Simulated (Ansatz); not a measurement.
# Ta (fcc type): the cost of one run

Program: Ansatz 0.2.0. Level of theory: DFT PBE, with the methods named in each step. These are calculated values, not measurements.

This is Ta in the fcc structure; at room conditions it is bcc.

### 1 The starting structure

Symmetry: Fm-3m, No. 225, cubic system. Conventional cell: a = 4.225 Å, b = 4.225 Å, c = 4.225 Å, α = 90.00°, β = 90.00°, γ = 90.00°. Ta (site symmetry m-3m) has 12 Ta at 2.99 Å as nearest neighbours.

Structure file:

```cif
data_structure
_symmetry_space_group_name_H-M 'P 1'
_symmetry_Int_Tables_number 1
_cell_length_a 2.9872
_cell_length_b 2.9872
_cell_length_c 2.9872
_cell_angle_alpha 60.000
_cell_angle_beta 60.000
_cell_angle_gamma 60.000
_cell_volume 18.85
loop_
_atom_site_label
_atom_site_type_symbol
_atom_site_fract_x
_atom_site_fract_y
_atom_site_fract_z
_atom_site_occupancy
Ta1 Ta 0.00000 0.00000 0.00000 1
```

Whether this phase is the stable one at these pressures isn't tested.

### 2 The reference volume, LAPW

input.yaml

```yaml
crystal:
  lattice:
    - [0.0, 2.1122865884, 2.1122865884]
    - [2.1122865884, 0.0, 2.1122865884]
    - [2.1122865884, 2.1122865884, 0.0]
  atoms:
    - { symbol: Ta, position: [0.0, 0.0, 0.0] }
kpoints:
  mp_grid: { grid: [16, 16, 16] }
  band_path:
    path:
      - [0.0, 0.0, 0.0]
      - [0.5, 0.0, 0.5]
      - [0.625, 0.25, 0.625]
      - [0.375, 0.375, 0.75]
      - [0.0, 0.0, 0.0]
      - [0.5, 0.5, 0.5]
      - [0.5, 0.25, 0.75]
      - [0.5, 0.0, 0.5]
    npoints: 14
scf:
  occupations: { method: fermi_dirac, width: 0.1 }
hamiltonian:
  xc: pbe
  pseudopotentials: { kind: all_electron, lapw: { basis_error: 0.001 } }
output:
  forces: true
  stress: true
  eigenvalues: true
  populations: true
  dos: { projected: true, de: 0.2, e_range: [-14, 8] }
```

Launch:

```console
ansatz run input.yaml --threads 1 --pin off --max-ram 2048MiB --backend cpu --events-out ev --progress --plain --runs-dir out
```

**Question.** How long does this run take on 1 thread of Intel Xeon 6975P-C (Granite Rapids), shared host, and how much memory does it need?

About 11 s, with a peak of 0.4 GiB.
